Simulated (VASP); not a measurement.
## PtSe2: single point with PBEsol

Crystal: PtSe2.

```
CELL_PARAMETERS angstrom
3.72400 0.00000 0.00000
-1.86200 3.22508 5.06200
0.00000 0.00000 10.12400
ATOMIC_POSITIONS crystal
Pt 0.00000 0.00000 0.00000
Pt 0.00000 0.00000 0.50000
Se 0.33333 0.66667 0.79167
Se 0.66667 0.33333 0.20833
Se 0.33333 0.66667 0.29167
Se 0.66667 0.33333 0.70833
```

- Program: VASP 6.6.1
- Task: single point
- Functional: PBEsol
- Potentials or basis: VASP PAW PBE potentials, release 64 (Pt, Se)
- Cutoff: 450 eV
- k mesh: 7 × 7 × 4
- Occupations: gaussian, width 0.05 eV
- Spin: no spin polarisation
- Further INCAR settings: ALGO = Normal; EDIFF = 1e-06; NBANDS = 31

```yaml
Pressure: 2.2 GPa
Largest_force: 0.318 eV/Å
Band_gap_on_the_k_mesh: none (metal or under the smearing width)
Valence_electrons_inside_the_program's_atomic_spheres: Pt 9.45; Se 3.79
```

Forces in eV/Å, atoms in the order of the input:
```
Pt   0.000  0.000  0.000
Pt   0.000  0.000  0.000
Se   0.000 -0.001  0.318
Se   0.000  0.001 -0.318
Se   0.000 -0.001  0.318
Se   0.000  0.001 -0.318
```

Stress tensor (GPa, compression positive):
```
 2.79  0.00  0.00
 0.00  2.74 -0.03
 0.00 -0.03  1.13
```

Levels at points of the mesh, in eV from the Fermi level:
```csv
k point,band 19,band 20,band 21,band 22,band 23,band 24,band 25,band 26
"(0.00, 0.00, 0.00)",-1.40,-1.08,-1.08,0.40,0.97,1.45,1.45,1.49
"(0.00, 0.00, 0.50)",-2.04,-2.04,-1.86,-1.86,1.58,1.58,1.93,1.93
```

Run time: 6.7 min on 1 thread of AMD EPYC 7R43 64-Core Processor (Zen 3), on a shared host, peak memory 0.33 GiB.

Caveat: the PAW data sets were made with another functional, which shifts forces and pressure a little. Spin-orbit coupling is left out, which matters for the levels of Pt.
